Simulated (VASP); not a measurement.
# GaN (P6_3mc) in VASP: further runs, part 3 of 3

VASP 6.6.1. The steps go on from the part before.

**6. Relaxation of cell and atoms, PBEsol+D3**

INCAR reads:

```
  PREC = Accurate
  ENCUT = 600
  EDIFF = 1E-7
  ISMEAR = -1
  SIGMA = 0.05
  LREAL = F
  LASPH = T
  NELM = 80
  ALGO = Fast
  ISIF = 3
  LWAVE = F
  LCHARG = F
  GGA = PS
  IVDW = 11
  IBRION = 2
  NSW = 40
  EDIFFG = -0.005
```

KPOINTS reads:

```
regular mesh
0
Gamma
  10 10 5
```

POSCAR reads:

```
GaN
1.0
    3.1800000000      0.0000000000      0.0000000000
   -1.5900000000      2.7539607840      0.0000000000
    0.0000000000      0.0000000000      5.1660000000
Ga N
2 2
Direct
    0.6666666667      0.3333333333      0.5000000000
    0.3333333333      0.6666666667      0.0000000000
    0.6666666667      0.3333333333      0.8750000000
    0.3333333333      0.6666666667      0.3750000000
```

Potentials or basis: VASP PAW PBE potentials, release 64 (Ga_d, N).

On the command line:

```console
$ cat potpaw_PBE.64/Ga_d/POTCAR potpaw_PBE.64/N/POTCAR > POTCAR
$ mpirun -np 1 vasp_std > vasp.out
```

OUTCAR:

```text
PREC = Accurate
   ENCUT = 600
   EDIFF = 1E-7
   ISMEAR = -1
   LREAL = F
   LASPH = T
   NELM = 80
   ISIF = 3
   GGA = PS
   IVDW = 11
   IBRION = 2
   NSW = 40
   EDIFFG = -0.005
 IVDW          = 11

 ion  position               nearest neighbor table
   1  0.667  0.333  0.500-   3 1.94   4 1.95   4 1.95   4 1.95
   2  0.333  0.667  0.000-   4 1.94   3 1.95   3 1.95   3 1.95
   3  0.667  0.333  0.875-   1 1.94   2 1.95   2 1.95   2 1.95
   4  0.333  0.667  0.375-   2 1.94   1 1.95   1 1.95   1 1.95

  LATTYP: Found a hexagonal cell.
 ALAT       =     3.1800000000
 C/A-ratio  =     1.6245283019

  Lattice vectors:

 A1 = (   3.1800000000,   0.0000000000,   0.0000000000)
 A2 = (  -1.5900000000,   2.7539607840,   0.0000000000)
 A3 = (   0.0000000000,   0.0000000000,   5.1660000000)

Analysis of symmetry for initial positions (statically):
=====================================================================
 Subroutine PRICEL returns:
 Original cell was already a primitive cell.

 Routine SETGRP: Setting up the symmetry group for a
 hexagonal supercell.

 Subroutine GETGRP returns: Found 12 space group operations
 (whereof  6 operations were pure point group operations)
 out of a pool of 24 trial point group operations.

The static configuration has the point symmetry C_3v.
 The point group associated with its full space group is C_6v.

Analysis of symmetry for dynamics (positions and initial velocities):
=====================================================================
 Subroutine PRICEL returns:
 Original cell was already a primitive cell.

 Routine SETGRP: Setting up the symmetry group for a
 hexagonal supercell.

 Subroutine GETGRP returns: Found 12 space group operations
 (whereof  6 operations were pure point group operations)
 out of a pool of 24 trial point group operations.

The dynamic configuration has the point symmetry C_3v.
 The point group associated with its full space group is C_6v.

 Subroutine INISYM returns: Found 12 space group operations
 (whereof  6 operations are pure point group operations),
 and found     1 'primitive' translations

----------------------------------------------------------------------------------------

                                     Primitive cell

  volume of cell :      45.2417

  direct lattice vectors                    reciprocal lattice vectors
     3.180000000  0.000000000  0.000000000     0.314465409  0.181556688  0.000000000
    -1.590000000  2.753960784  0.000000000     0.000000000  0.363113377  0.000000000
     0.000000000  0.000000000  5.166000000     0.000000000  0.000000000  0.193573364

  length of vectors
     3.180000000  3.180000000  5.166000000     0.363113377  0.363113377  0.193573364

  position of ions in fractional coordinates (direct lattice)
     0.666666667  0.333333333  0.500000000
     0.333333333  0.666666667  0.000000000
     0.666666667  0.333333333  0.875000000
     0.333333333  0.666666667  0.375000000

  ion indices of the primitive-cell ions
   primitive index   ion index
                 1           1
                 2           2
                 3           3
                 4           4

----------------------------------------------------------------------------------------

 KPOINTS: regular mesh

Automatic generation of k-mesh.
 Grid dimensions read from file:
 generate k-points for:   10   10    5

 Generating k-lattice:

  Cartesian coordinates                     Fractional coordinates (reciprocal lattice)
     0.031446541  0.018155669  0.000000000     0.100000000 -0.000000000  0.000000000
     0.000000000  0.036311338  0.000000000     0.000000000  0.100000000  0.000000000
     0.000000000  0.000000000  0.038714673     0.000000000  0.000000000  0.200000000

  Length of vectors
     0.036311338  0.036311338  0.038714673

  Shift w.r.t. Gamma in fractional coordinates (k-lattice)
     0.000000000  0.000000000  0.000000000

 Subroutine IBZKPT returns following result:
 ===========================================

 Found     42 irreducible k-points:

 Following reciprocal coordinates:
            Coordinates               Weight
  0.000000  0.000000  0.000000      1.000000
  0.100000  0.000000  0.000000      6.000000
  0.200000  0.000000  0.000000      6.000000
  0.300000  0.000000  0.000000      6.000000
  0.400000 -0.000000  0.000000      6.000000
  0.500000  0.000000  0.000000      3.000000
[... 16 lines left out ...]
  0.300000  0.100000  0.200000     24.000000
  0.400000  0.100000  0.200000     24.000000
 [... further k-points ...]
   k-points           NKPTS =     42   k-points in BZ     NKDIM =     42   number of bands    NBANDS=     22
   number of dos      NEDOS =    301   number of ions     NIONS =      4
   total plane-waves  NPLWV =  32928
   dimension x,y,z NGX =    28 NGY =   28 NGZ =   42
   dimension x,y,z NGXF=    56 NGYF=   56 NGZF=   84
   ions per type =               2   2
   NGX,Y,Z   is equivalent  to a cutoff of  14.64, 14.64, 13.52 a.u.
   NGXF,Y,Z  is equivalent  to a cutoff of  29.28, 29.28, 27.03 a.u.
 SYSTEM =  unknown system
   PREC   = accura    normal or accurate (medium, high low for compatibility)
   ISTART =      0    job   : 0-new  1-cont  2-samecut
   ICHARG =      2    charge: 1-file 2-atom 10-const
   ISPIN  =      1    spin polarized calculation?
   LNONCOLLINEAR =      F non collinear calculations
   LSORBIT =      F    spin-orbit coupling
   LASPH  =      T    aspherical Exc in radial PAW
   ENCUT  =  600.0 eV  44.10 Ry    6.64 a.u.   6.35  6.35 10.32*2*pi/ulx,y,z
   NELM   =     80;   NELMIN=  2; NELMDL= -5     # of ELM steps
   EDIFF  = 0.1E-06   stopping-criterion for ELM
   LREAL  =      F    real-space projection
   EDIFFG = -.5E-02   stopping-criterion for IOM
   NSW    =     40    number of steps for IOM
   IBRION =      2    ionic relax: 0-MD 1-quasi-New 2-CG
   NFREE  =      1    steps in history (QN), initial steepest desc. (CG)
   ISIF   =      3    stress and relaxation
   ISYM   =      2    0-nonsym 1-usesym 2-fastsym
   POTIM  = 0.5000    time-step for ionic-motion
   TEBEG  =    0.0;   TEEND  =   0.0 temperature during run
   PSTRESS=    0.0 pullay stress
   NELECT =      36.0000    total number of electrons
   NUPDOWN=      -1.0000    fix difference up-down
   EMIN   =  10.00;   EMAX   =-10.00  energy-range for DOS
   EFERMI =   0.00;   METHOD = LEGACY
   ISMEAR =    -1;   SIGMA  =   0.05  broadening in eV -4-tet -1-fermi 0-gaus
   EFERMI_NEDOS =   21; number of points for ismear=-14 and -15
   IALGO  =     68    algorithm
   IMIX   =      4    mixing-type and parameters
     AMIX     =   0.40;   BMIX     =  1.00
     AMIX_MAG =   1.60;   BMIX_MAG =  1.00
  volume/ion in A,a.u.               =      11.31        76.33
  Fermi-wavevector in a.u.,A,eV,Ry     =   1.517036  2.866782 31.312427  2.301398
  Thomas-Fermi vector in A             =   2.626345
   LORBIT       =      0    0 simple, 1 ext, 2 COOP (PROOUT), +10 PAW based schemes
   GGA     = PS    functional components
   LHFCALC =     F    Hartree Fock is set to
   AEXX    =    0.0000 exact exchange contribution
   IVDW    =    11    specifies the selected vdW correction
   LEPSILON=     F    determine dielectric tensor
   LRPA    =     F    only Hartree local field effects (RPA)
 conjugate gradient relaxation of ions
 non-spin polarized calculation
 RMM-DIIS sequential band-by-band and
  energy-cutoff  :      600.00
  volume of cell :       45.24
 maximum number of plane-waves:      1524
 NGX is ok and might be reduce to    28
   NGX = 13   NGY = 13   NGZ = 21

--------------------------------------- Ionic step        1  -------------------------------------------

 number of electron      35.9999995 magnetization

 Free energy of the ion-electron system (eV)
  ---------------------------------------------------
  ext. energy  EPLUGINS =         0.00000000
  ---------------------------------------------------
  free energy    TOTEN  =       -26.26982192 eV

  energy without entropy =      -26.26982192  energy(sigma->0) =      -26.26982192

------------------------ aborting loop because EDIFF is reached ----------------------------------------

 Edisp (eV)   -0.55345

 E8    (eV) :    -0.3194
[... 201 lines left out ...]
--------------------------------------- Ionic step        6  -------------------------------------------

 number of electron      35.9999991 magnetization

 Free energy of the ion-electron system (eV)
  ---------------------------------------------------
  ext. energy  EPLUGINS =         0.00000000
  ---------------------------------------------------
  free energy    TOTEN  =       -26.26725428 eV

  energy without entropy =      -26.26725428  energy(sigma->0) =      -26.26725428

 E-fermi :   6.3969     XC(G=0): -12.0086

 val. band max:        5.4049960222   @ k =   0.0000   0.0000   0.0000
 cond. band min:       7.3882736308   @ k =   0.0000   0.0000   0.0000
 fundamental gap:      1.9832776086
 Fermi energy:         6.3968547533

 k-point     1 :       0.0000    0.0000    0.0000
  band No.  band energies     occupation
      1     -10.7483      2.00000
      2      -9.7300      2.00000
      3      -8.0217      2.00000
      4      -8.0036      2.00000
      5      -8.0036      2.00000
      6      -7.9379      2.00000
[... 589 lines left out ...]
     21      12.6166      0.00000
     22      13.5064      0.00000

 [... further k-points ...]

------------------------ aborting loop because EDIFF is reached ----------------------------------------

 Edisp (eV)   -0.56025

 E8    (eV) :    -0.3242
[... 27 lines left out ...]
  FREE ENERGIE OF THE ION-ELECTRON SYSTEM (eV)
  ---------------------------------------------------
  free  energy   TOTEN  =       -26.8275057951 eV

  energy  without entropy=      -26.8275057951  energy(sigma->0) =      -26.82750580

 reached required accuracy - stopping structural energy minimisation
```

OSZICAR:

```text
N       E                     dE             d eps       ncg     rms          rms(c)
DAV:   1     0.288405727793E+03    0.28841E+03   -0.19978E+04  1966   0.333E+03
[... 65 lines left out ...]
RMM:   6    -0.262673012612E+02    0.55205E-07   -0.62636E-07  1726   0.918E-03
   5 F= -.26827506E+02 E0= -.26827506E+02  d E =-.123094E-04
       N       E                     dE             d eps       ncg     rms          rms(c)
DAV:   1    -0.262672557273E+02    0.45589E-04   -0.10489E-04  2766   0.139E-01    0.886E-03
RMM:   2    -0.262672544644E+02    0.12629E-05   -0.60165E-06  2197   0.290E-02    0.411E-03
RMM:   3    -0.262672542514E+02    0.21301E-06   -0.22530E-06  2174   0.155E-02    0.993E-04
RMM:   4    -0.262672542812E+02   -0.29755E-07   -0.58502E-07  1485   0.768E-03
   6 F= -.26827506E+02 E0= -.26827506E+02  d E =-.123629E-04
```

It took 4.6 min on 1 thread of Intel Xeon Platinum 8488C (Sapphire Rapids), shared host; peak memory 0.22 GiB.

What came out:

```yaml
Free_energy: -26.8275 eV
Relaxed_volume: 11.20 Å³/atom
Relaxed_cell: a = 3.165 Å, b = 3.165 Å, c = 5.166 Å, α = 90.00°, β = 90.00°, γ = 120.00°
Space_group_after_relaxing_to_0.05_Å: P6_3mc (No. 186)
Energy_gained_by_relaxing: 1.1 meV/atom
Ionic_steps: 6
Pressure_after_relaxing: 0.0 GPa
Band_gap_on_the_k_mesh: 1.98 eV, direct
Dispersion_energy_per_atom: -0.140 eV
```

Forces in eV/Å, atoms in the order of the input:
```
Ga   0.000  0.000  0.003
Ga   0.000  0.000  0.003
N    0.000  0.000 -0.003
N    0.000  0.000 -0.003
```

Step by step:
| step | energy change (eV) | largest force (eV/Å) | pressure (GPa) | volume (Å³) |
| --- | --- | --- | --- | --- |
| 1 | 0.0000 | 0.1111 | -1.79 | 45.24 |
| 2 | -0.0007 | 0.1168 | 1.75 | 44.42 |
| 3 | -0.0042 | 0.0074 | -0.01 | 44.81 |
| 4 | -0.0042 | 0.0106 | 0.05 | 44.80 |
| 5 | -0.0042 | 0.0001 | -0.07 | 44.82 |
| 6 | -0.0042 | 0.0030 | 0.00 | 44.82 |

Final structure:
```xyz
4
Lattice="3.1649 0.0000 0.0000 -1.5825 2.7409 0.0000 0.0000 0.0000 5.1663" Properties=species:S:1:pos:R:3 pbc="T T T"
Ga    1.5825    0.9136    2.5807
Ga    0.0000    1.8273    5.1638
N     1.5825    0.9136    4.5230
N     0.0000    1.8273    1.9399
```

Caveat: the PAW data sets were made with another functional, which shifts forces and pressure a little. PBEsol gaps usually lie below the measured ones, often by a third to a half.

**7. The runs side by side**

| level | gap on the mesh (eV) | pressure (GPa) | relaxed volume (Å³/atom) | largest force (eV/Å) |
| --- | --- | --- | --- | --- |
| PBE+D4 | 1.92 | 0.0 | 11.39 | 0.01 |
| PBE+rVV10 | 1.73 | 0.0 | 11.65 | 0.01 |
| PBE+TS | 1.87 | 0.1 | 11.50 | - |
| PBE+MBD | 1.95 | 0.1 | 11.35 | 0.01 |
| PBEsol+D3 | 1.98 | 0.0 | 11.20 | - |

Alike in all rows: task relaxation of cell and atoms; potentials or basis VASP PAW PBE potentials, release 64 (Ga_d, N); no spin polarisation; cell relaxed; k mesh 10 × 10 × 5; cutoff (eV) 600; smearing fermi-dirac 0.05 eV.

Caveats: the PAW data sets were made with another functional, which shifts forces and pressure a little (some runs).

Total energies depend on the potentials used, so only differences within one code and one set of settings carry meaning.
